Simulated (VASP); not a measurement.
# CuI2 (Fm-3m) in VASP: settings compared

The runs below take CuI2 through single point, with LDA+U, r2SCAN+U.

All numbers are computed with VASP 6.6.1; they aren't measurements. Logs are shortened: lines on timing, memory, paths and dates and some standing lists are left out, and cuts for length are marked.

**1. The crystal as given**

It takes space group Fm-3m (No. 225, cubic). Conventional cell: a = 7.023 Å, b = 7.023 Å, c = 7.023 Å, α = 90.00°, β = 90.00°, γ = 90.00°. Cu (site symmetry m-3m) has 8 I at 3.04 Å as nearest neighbours. I (site symmetry -43m) is surrounded by 4 Cu at 3.04 Å.

The cell comes from a database or a generator and needn't be the stable form of this composition.

**2. Single point, LDA+U, collinear spin, ferromagnetic start**

INCAR

```
SYSTEM = CuI2
  PREC = Accurate
  ENCUT = 520
  EDIFF = 1E-6
  ISMEAR = 0
  SIGMA = 0.05
  LREAL = .FALSE.
  LASPH = .TRUE.
  NELM = 100
  ALGO = Normal
  ISIF = 2
  LWAVE = .FALSE.
  LCHARG = .TRUE.
  ISPIN = 2
  MAGMOM = 0.6 0 0
  LORBIT = 11
  NUPDOWN = 0
  LMAXMIX = 4
  LDAU = .TRUE.
  LDAUTYPE = 2
  LDAUL = 2 -1
  LDAUU = 3 0
  LDAUJ = 0 0
  LDAUPRINT = 1
  GGA = CA
  LELF = .TRUE.
  LVHAR = .TRUE.
```

KPOINTS

```
Automatic mesh
0
G
  5 5 5
  0 0 0
```

POSCAR

```
CuI2
1.0
    0.0000000000      3.5112550600      3.5112550600
    3.5112550600      0.0000000000      3.5112550600
    3.5112550600      3.5112550600      0.0000000000
Cu I
1 2
Direct
    0.0000000000      0.0000000000      0.0000000000
    0.2500000000      0.2500000000      0.2500000000
    0.7500000000      0.7500000000      0.7500000000
```

Potentials or basis: VASP PAW LDA potentials, release 64 (Cu, I).

Command:

```
$ cat potpaw_LDA.64/Cu/POTCAR potpaw_LDA.64/I/POTCAR > POTCAR
$ mpirun -np 1 vasp_std > vasp.out
```

OUTCAR:

```text
SYSTEM = CuI2
   PREC = Accurate
   ENCUT = 520
   EDIFF = 1E-6
   ISMEAR = 0
   LREAL = .FALSE.
   LASPH = .TRUE.
   NELM = 100
   ISIF = 2
   ISPIN = 2
   LORBIT = 11
   NUPDOWN = 0
   GGA = CA

 ion  position               nearest neighbor table
   1  0.000  0.000  0.000-   3 3.04   3 3.04   3 3.04   2 3.04   3 3.04   2 3.04   2 3.04   2 3.04

   2  0.250  0.250  0.250-   1 3.04   1 3.04   1 3.04   1 3.04   3 3.51   3 3.51   3 3.51   3 3.51
                             3 3.51   3 3.51
   3  0.750  0.750  0.750-   1 3.04   1 3.04   1 3.04   1 3.04   2 3.51   2 3.51   2 3.51   2 3.51
                             2 3.51   2 3.51

  LATTYP: Found a face centered cubic cell.
 ALAT       =     7.0225101200

  Lattice vectors:

 A1 = (   0.0000000000,   3.5112550600,   3.5112550600)
 A2 = (   3.5112550600,   0.0000000000,   3.5112550600)
 A3 = (   3.5112550600,   3.5112550600,   0.0000000000)

Analysis of symmetry for initial positions (statically):
=====================================================================
 Subroutine PRICEL returns:
 Original cell was already a primitive cell.

 Routine SETGRP: Setting up the symmetry group for a
 face centered cubic supercell.

 Subroutine GETGRP returns: Found 48 space group operations
 (whereof 48 operations were pure point group operations)
 out of a pool of 48 trial point group operations.

The static configuration has the point symmetry O_h .

Analysis of symmetry for dynamics (positions and initial velocities):
=====================================================================
 Subroutine PRICEL returns:
 Original cell was already a primitive cell.

 Routine SETGRP: Setting up the symmetry group for a
 face centered cubic supercell.

 Subroutine GETGRP returns: Found 48 space group operations
 (whereof 48 operations were pure point group operations)
 out of a pool of 48 trial point group operations.

The dynamic configuration has the point symmetry O_h .

Analysis of structural, dynamic, and magnetic symmetry:
=====================================================================
 Subroutine PRICEL returns:
 Original cell was already a primitive cell.

 Routine SETGRP: Setting up the symmetry group for a
 face centered cubic supercell.

 Subroutine GETGRP returns: Found 48 space group operations
 (whereof 48 operations were pure point group operations)
 out of a pool of 48 trial point group operations.

The overall configuration has the point symmetry O_h .

 Subroutine INISYM returns: Found 48 space group operations
[... 160 lines left out ...]
  o =  0.9459  v =  0.0000  0.0000  0.0000  0.0000  0.0000  0.0000 -0.2047  0.0000 -0.9788 -0.0000      0.0000  0.0000  0.0000  0.0000  0.0000  0.0000  0.0000  0.0000  0.0000  0.0000

 number of electron      24.9999993 magnetization       0.0001035

 Free energy of the ion-electron system (eV)
  ---------------------------------------------------
  ext. energy  EPLUGINS =         0.00000000
  ---------------------------------------------------
  free energy    TOTEN  =        -6.71833536 eV

  energy without entropy =       -6.71265560  energy(sigma->0) =       -6.71549548

 E-fermi :   4.6871     XC(G=0):  -9.5629

 val. band max:        4.6710601752   @ k =  -0.4000   0.4000   0.2000
 cond. band min:       4.8555839647   @ k =   0.4000   0.4000   0.0000
 fundamental gap:      0.1845237894
 Fermi energy:         4.6870294522

 spin component 1

 k-point     1 :       0.0000    0.0000    0.0000
  band No.  band energies     occupation
      1      -9.1165      1.00000
      2      -6.7060      1.00000
      3       0.7065      1.00000
      4       0.7065      1.00000
      5       0.7065      1.00000
      6       2.3896      1.00000
[... 166 lines left out ...]
      2      -7.7204      1.00000
      3      -0.4938      1.00000
      4       0.0251      1.00000
      5       1.3300      1.00000
      6       1.8755      1.00000
[... 8 lines left out ...]
     15       9.6223      0.00000
     16      10.8711      0.00000
 Fermi energy:         4.6870566401

 spin component 2

 k-point     1 :       0.0000    0.0000    0.0000
  band No.  band energies     occupation
      1      -9.1165      1.00000
      2      -6.7060      1.00000
      3       0.7065      1.00000
      4       0.7065      1.00000
      5       0.7065      1.00000
      6       2.3894      1.00000
[... 167 lines left out ...]
      3      -0.4938      1.00000
      4       0.0251      1.00000
      5       1.3300      1.00000
      6       1.8755      1.00000
[... 8 lines left out ...]
     15       9.6223      0.00000
     16      10.8711      0.00000

------------------------ aborting loop because EDIFF is reached ----------------------------------------

  FORCE on cell =-STRESS in cart. coord.  units (eV):
  Direction    XX          YY          ZZ          XY          YZ          ZX
  --------------------------------------------------------------------------------------
  -------------------------------------------------------------------------------------
  Total       -1.0376968     -1.0376968     -1.0376968      0.0000000      0.0000000      0.0000000
  in kB      -19.2027722    -19.2027722    -19.2027722      0.0000000      0.0000000      0.0000000
  external PRESSURE =     -19.2027722 kB  Pullay stress =       0.0000000 kB

 VOLUME and BASIS-vectors are now :
 -----------------------------------------------------------------------------
  energy-cutoff  :      520.00
  volume of cell :       86.58
      direct lattice vectors                 reciprocal lattice vectors
     0.000000000  3.511255060  3.511255060    -0.142399225  0.142399225  0.142399225
     3.511255060  0.000000000  3.511255060     0.142399225 -0.142399225  0.142399225
     3.511255060  3.511255060  0.000000000     0.142399225  0.142399225 -0.142399225

 POSITION                                       TOTAL-FORCE (eV/Angst)
 -----------------------------------------------------------------------------------
      0.00000      0.00000      0.00000         0.000000     -0.000000      0.000000
      1.75563      1.75563      1.75563         0.000000      0.000000      0.000000
      5.26688      5.26688      5.26688        -0.000000     -0.000000     -0.000000
 -----------------------------------------------------------------------------------
    total drift:                               -0.000000      0.000000      0.000000

  FREE ENERGIE OF THE ION-ELECTRON SYSTEM (eV)
  ---------------------------------------------------
  free  energy   TOTEN  =        -6.7183353555 eV

  energy  without entropy=       -6.7126556012  energy(sigma->0) =       -6.71549548

 total charge

# of ion       s       p       d       tot
------------------------------------------
    1        0.231   0.153   9.425   9.809
    2        1.546   2.664   0.029   4.239
    3        1.546   2.664   0.029   4.239
--------------------------------------------------
tot          3.324   5.480   9.482  18.286

 magnetization (x)

# of ion       s       p       d       tot
------------------------------------------
    1        0.000   0.000  -0.000  -0.000
    2        0.000   0.000  -0.000   0.000
    3        0.000   0.000  -0.000   0.000
--------------------------------------------------
tot          0.000   0.000  -0.000   0.000
```

It took 39 s on 1 thread of Intel Xeon 6975P-C (Granite Rapids), shared host; peak memory 0.2 GiB.

Results:

| Property | Result |
| --- | --- |
| Free energy | -6.7183 eV |
| Pressure | -1.9 GPa |
| Net moment | 0.00 μB per cell |
| Valence electrons inside the program's atomic spheres | Cu 9.81; I 4.24 |

Eigenvalues of the final occupation matrices:
| site | spin | trace | eigenvalues |
| --- | --- | --- | --- |
| site 1 d | 1 | 4.72 | 0.94 0.94 0.95 0.95 0.95 |
| site 1 d | 2 | 4.72 | 0.94 0.94 0.95 0.95 0.95 |

Caveat: the total moment is fixed, so each spin has its own Fermi level.

**3. Single point, r2SCAN+U, collinear spin, ferromagnetic start**

INCAR

```
  ALGO = Normal
  EDIFF = 1E-7
  ENCUT = 520
  ISIF = 2
  ISMEAR = 0
  ISPIN = 2
  LASPH = T
  LCHARG = F
  LDAU = T
  LDAUJ = 0 0
  LDAUL = 2 -1
  LDAUPRINT = 1
  LDAUTYPE = 2
  LDAUU = 7 0
  LMAXMIX = 4
  LMIXTAU = T
  LORBIT = 11
  LREAL = F
  LWAVE = F
  MAGMOM = 0.6 0 0
  METAGGA = R2SCAN
  NBANDS = 24
  NELM = 100
  PREC = Accurate
  SIGMA = 0.05
```

KPOINTS

```
k-points
0
Gamma
  5 5 5
```

POSCAR is that of step 2.

Potentials or basis: VASP PAW PBE potentials, release 64 (Cu, I).

Command:

```
$ cat potpaw_PBE.64/Cu/POTCAR potpaw_PBE.64/I/POTCAR > POTCAR
$ mpirun -np 1 vasp_std > vasp.out
```

OUTCAR:

```text
EDIFF = 1E-7
   ENCUT = 520
   ISIF = 2
   ISMEAR = 0
   ISPIN = 2
   LASPH = T
   LORBIT = 11
   LREAL = F
   METAGGA = R2SCAN
   NELM = 100
   PREC = Accurate

 ion  position               nearest neighbor table
   1  0.000  0.000  0.000-   3 3.04   3 3.04   3 3.04   2 3.04   3 3.04   2 3.04   2 3.04   2 3.04

   2  0.250  0.250  0.250-   1 3.04   1 3.04   1 3.04   1 3.04   3 3.51   3 3.51   3 3.51   3 3.51
                             3 3.51   3 3.51
   3  0.750  0.750  0.750-   1 3.04   1 3.04   1 3.04   1 3.04   2 3.51   2 3.51   2 3.51   2 3.51
                             2 3.51   2 3.51

  LATTYP: Found a face centered cubic cell.
 ALAT       =     7.0225101200

  Lattice vectors:

 A1 = (   0.0000000000,   3.5112550600,   3.5112550600)
 A2 = (   3.5112550600,   0.0000000000,   3.5112550600)
 A3 = (   3.5112550600,   3.5112550600,   0.0000000000)

Analysis of symmetry for initial positions (statically):
=====================================================================
 Subroutine PRICEL returns:
[... 763 lines left out ...]
------------------------ aborting loop because EDIFF is reached ----------------------------------------

  FORCE on cell =-STRESS in cart. coord.  units (eV):
  Direction    XX          YY          ZZ          XY          YZ          ZX
  --------------------------------------------------------------------------------------
  -------------------------------------------------------------------------------------
  Total        1.3938746      1.3938746      1.3938746      0.0000000     -0.0000000      0.0000000
  in kB       25.7939083     25.7939083     25.7939083      0.0000000     -0.0000000      0.0000000
  external PRESSURE =      25.7939083 kB  Pullay stress =       0.0000000 kB

 VOLUME and BASIS-vectors are now :
 -----------------------------------------------------------------------------
  energy-cutoff  :      520.00
  volume of cell :       86.58
      direct lattice vectors                 reciprocal lattice vectors
     0.000000000  3.511255060  3.511255060    -0.142399225  0.142399225  0.142399225
     3.511255060  0.000000000  3.511255060     0.142399225 -0.142399225  0.142399225
     3.511255060  3.511255060  0.000000000     0.142399225  0.142399225 -0.142399225

 POSITION                                       TOTAL-FORCE (eV/Angst)
 -----------------------------------------------------------------------------------
      0.00000      0.00000      0.00000         0.000000      0.000000      0.000000
      1.75563      1.75563      1.75563         0.000000      0.000000      0.000000
      5.26688      5.26688      5.26688        -0.000000     -0.000000     -0.000000
 -----------------------------------------------------------------------------------
    total drift:                               -0.000000      0.000000      0.000000

  FREE ENERGIE OF THE ION-ELECTRON SYSTEM (eV)
  ---------------------------------------------------
  free  energy   TOTEN  =       -57.1376722988 eV

  energy  without entropy=      -57.1328552370  energy(sigma->0) =      -57.13526377

 total charge

# of ion       s       p       d       tot
------------------------------------------
    1        0.189   0.136   9.581   9.906
    2        1.543   2.733   0.027   4.302
    3        1.543   2.733   0.027   4.302
--------------------------------------------------
tot          3.275   5.601   9.634  18.510

 magnetization (x)

# of ion       s       p       d       tot
------------------------------------------
    1       -0.000  -0.000   0.002   0.001
    2        0.000   0.016   0.000   0.016
    3        0.000   0.016   0.000   0.016
--------------------------------------------------
tot          0.000   0.031   0.002   0.033
```

OSZICAR:

```text
N       E                     dE             d eps       ncg     rms          rms(c)
DAV:   1     0.120770881133E+03    0.12077E+03   -0.10263E+04   968   0.103E+03
DAV:   2    -0.425654683504E+02   -0.16334E+03   -0.15126E+03  1032   0.255E+02
[... 10 lines left out ...]
DAV:  13    -0.571376432673E+02   -0.69691E-04   -0.17011E-04  1048   0.105E-01    0.469E-02
DAV:  14    -0.571376688569E+02   -0.25590E-04   -0.21602E-05  1240   0.338E-02    0.349E-02
DAV:  15    -0.571376698854E+02   -0.10285E-05   -0.10314E-05  1320   0.292E-02    0.721E-03
DAV:  16    -0.571376729112E+02   -0.30258E-05   -0.24272E-06  1184   0.176E-02    0.146E-02
DAV:  17    -0.571376727336E+02    0.17764E-06   -0.18045E-07  1112   0.440E-03    0.866E-03
DAV:  18    -0.571376723017E+02    0.43189E-06   -0.18076E-07  1040   0.292E-03    0.206E-03
DAV:  19    -0.571376722988E+02    0.28645E-08   -0.38812E-08   704   0.426E-03
   1 F= -.57137672E+02 E0= -.57135264E+02  d E =-.481706E-02  mag=     0.0434
```

Wall time 3.4 min (1 thread of Intel Xeon Platinum 8375C at 2.90GHz (Ice Lake), shared host); peak memory 0.32 GiB.

Results:

```
Free energy                                           : -57.1377 eV
Pressure                                              : 2.6 GPa
Band gap on the k mesh                                : none (metal or under the smearing width)
Net moment                                            : 0.04 μB per cell
Valence electrons inside the program's atomic spheres : Cu 9.91; I 4.30
```

Eigenvalues of the final occupation matrices:
```
    site  spin  trace               eigenvalues
site 1 d     1   4.80  0.96 0.96 0.96 0.96 0.96
site 1 d     2   4.80  0.96 0.96 0.96 0.96 0.96
```

Caveat: the PAW data sets were made with another functional, which shifts forces and pressure a little.

(Continued in part 2 of 2.)
